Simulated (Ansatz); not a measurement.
# SnO: the cost of one run

Program: Ansatz 0.2.0. Level of theory: DFT PBE+D3(BJ), scalar-relativistic, plane waves, PAW. These are calculated values, not measurements.

8 further runs of the same task are left out: 8 set aside as unsound or not needed.

### Step 1. The starting structure

Symmetry: P4/nmm, No. 129, tetragonal system. The conventional cell has a = 3.836 Å, b = 3.836 Å, c = 4.761 Å, α = 90.00°, β = 90.00°, γ = 90.00°. Around Sn (site symmetry 4mm) lie 4 O at 2.24 Å. O (site symmetry -4m2) is surrounded by 4 Sn at 2.24 Å.

Coordinates:

```xyz
8
Lattice="2.7126 -2.7126 0.0000 2.7126 2.7126 0.0000 0.0000 0.0000 9.5224" Properties=species:S:1:pos:R:3 pbc="T T T"
Sn    2.7126   -1.3563    8.3000
Sn    2.7126    1.3563    1.2224
Sn    2.7126   -1.3563    3.5388
Sn    2.7126    1.3563    5.9836
O     1.3563    0.0000    2.3806
O     4.0689    0.0000    7.1418
O     1.3563    0.0000    7.1418
O     4.0689    0.0000    2.3806
```

It goes back to an entry of the Materials Project, which need not be the stable form.

It is the result of an earlier relaxation at this level (volume 17.52 Å³/atom; gap on the mesh: none (metal)).

### Step 3. Setting up the map

Atoms count from 1 in the order of the input.

The upper layer of a bilayer is slid over the lower one; relaxed at each slide: nothing; the origin of the map has Sn5 above Sn4; the distance between the facing planes is held at 4.40 Å.

The axes are (1) slide of the upper layer along the first cell vector, from Sn5 above Sn4: 8 values from 0.000 to 0.875, periodic; (2) slide of the upper layer along the second cell vector, from Sn5 above Sn4: 8 values from 0.000 to 0.875, periodic.

Nothing else is relaxed. Points are written as (first, second).

The two vectors of the plane (Å): (3.820, 0.000, 0.000); (0.000, 3.820, 0.000).

(The set-up runs are not shown.)

### Step 4. Grid point (0/8, 0/8) of the map's two axes

The input, input.yaml:

```yaml
crystal:
  lattice:
    - [3.8201630995, 0.0, 0.0]
    - [0.0, 3.8201630995, 0.0]
    - [0.0, 0.0, 22.2260821294]
  atoms:
    - { symbol: Sn, position: [0.75, 0.25, 0.2024648327] }
    - { symbol: O, position: [0.25, 0.25, 0.2556240231] }
    - { symbol: O, position: [0.75, 0.75, 0.2556240231] }
    - { symbol: Sn, position: [0.25, 0.75, 0.3087832136] }
    - { symbol: Sn, position: [0.25, 0.75, 0.5067488278] }
    - { symbol: O, position: [-0.25, 0.75, 0.5599080182] }
    - { symbol: O, position: [0.25, 1.25, 0.5599080182] }
    - { symbol: Sn, position: [-0.25, 1.25, 0.6130672086] }
basis:
  ecutwfc: 420
kpoints:
  mp_grid: { grid: [7, 7, 1] }
hamiltonian:
  xc: pbe
  pseudopotentials: { kind: paw, azcp: { folder: soft_1 } }
  dispersion: d3bj
scf:
  occupations: { method: gaussian, width: 0.05 }
output:
  forces: true
  eigenvalues: true
  write_density: true
  write_potential: true
  elf: true
  volumetric_format: npy
efield:
  axis: 3
  dipole_correction: true
  ramp_width: 0.04
```

Command:

```bash
$ ansatz run input.yaml --threads 2 --pin off --max-ram 6144MiB --backend cpu --events-out ev --progress --plain --runs-dir out
```

What time and memory should one allow on 2 threads of Arm Neoverse N1, shared host?

About 20 s, with a peak of 0.55 GiB.
